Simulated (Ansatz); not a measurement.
Input:

Starting cell, InN (zinc blende):

```yaml
crystal:
  lattice:
    - [0.00000, 2.49330, 2.49330]
    - [2.49330, 0.00000, 2.49330]
    - [2.49330, 2.49330, 0.00000]
  atoms:
    - { symbol: N, position: [0.75000, 0.75000, 0.75000] }
    - { symbol: In, position: [0.00000, 0.00000, 0.00000] }
```

In each cell atom 2 (In, nearest neighbour N at 2.159 Å; its periodic images, 3.5 Å or more away, move with it) moves by s·(0.000, 0.000, 1.000) (along Cartesian z), the rest being held.

The numbers are results of PBEsol (plane waves to 420 eV, PAW, scalar-relativistic; Ansatz, a program for electronic structure), not measurements. k mesh 9×9×9 (Γ-centred), Fermi-Dirac smearing 0.05 eV. Energies are smeared free energies. With partly filled bands, energies and forces of such displacements shift with the k mesh and the smearing. At this level the bands of InN touch or barely overlap; measurements give the solid a gap. InN was relaxed with its symmetry unable to fall. The zero of ΔE is the undisplaced structure.

The scan covers s from -0.430 to 0.430 Å in 11 points.

Is the energy the same for equal positive and negative displacements?

Even: the same for both signs. With its periodic images moving along, the atom's site symmetry in this cell is -43m.

What force acts on the atom along the line at s = -0.430 Å?

3.18 eV/Å.

What is the force constant k = d²E/ds² of this move at s = 0?

9.42 eV/Å².

With two atoms in the cell this is the zone-centre optical mode. What wavenumber follows?

453 cm⁻¹.

(A displaced cell: forces are minus the slopes of the energy, force constants its curvatures, and phonons follow from these.)
